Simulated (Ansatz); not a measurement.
## SiO2 (anatase): zone-centre phonons and dielectric response

Perturbation theory with PBEsol in the PAW code Ansatz on the PBEsol cell, ground state and force constants on an 8×8×8 mesh. No spin polarisation. The prototype was imposed, so other structures may be more stable.

Space group I4_1/amd (No. 141), tetragonal; conventional cell a = 3.501 Å, c = 8.449 Å, 8.63 Å³ an atom. Around Si lie 6 O at 1.76–1.79 Å; around O lie 3 Si at 1.76–1.79 Å.

```cif
data_structure
_symmetry_space_group_name_H-M 'P 1'
_symmetry_Int_Tables_number 1
_cell_length_a 4.8965
_cell_length_b 4.8965
_cell_length_c 4.8965
_cell_angle_alpha 138.105
_cell_angle_beta 138.105
_cell_angle_gamma 60.743
_cell_volume 51.78
loop_
_atom_site_label
_atom_site_type_symbol
_atom_site_fract_x
_atom_site_fract_y
_atom_site_fract_z
_atom_site_occupancy
Si1 Si 0.75000 0.25000 0.50000 1
Si2 Si 0.00000 0.00000 0.00000 1
O1 O 0.54143 0.04143 0.50000 1
O2 O 0.79143 0.79143 0.00000 1
O3 O 0.20857 0.20857 0.00000 1
O4 O 0.95857 0.45857 0.50000 1
```

Optical modes without the longitudinal term:
```
ω (cm⁻¹)  degeneracy  IR intensity, summed over the level ((D/Å)²/amu)
     337           2                                              0.00
     379           2                                              0.00
     460           2                                             43.26
     645           1                                              0.00
     654           1                                              0.00
     657           1                                              0.00
     659           2                                             55.70
     663           1                                             43.99
     770           1                                              0.00
     916           2                                              0.00
```

All optical modes at Γ are real, from 337 to 916 cm⁻¹ without the longitudinal term; this says nothing of other wave vectors. With the long-range field the highest mode reaches 993 cm⁻¹. Of the real levels 3 are infrared active, the strongest at 659 cm⁻¹.

The clamped-ion dielectric constant comes out as 3.25 along x and y, 3.32 along z. With the ions relaxed, ε⁰ is 10.1 along x and y, 7.4 along z. Born charges, averaged over directions: Si +3.84, O -1.92 e.

For comparison, on the r2SCAN cell the mean ε∞ is 3.07 with r2SCAN (ground state on 8×8×8; least gap 7.20 eV), 3.23 with PBE (ground state on 8×8×8; least gap 6.31 eV).
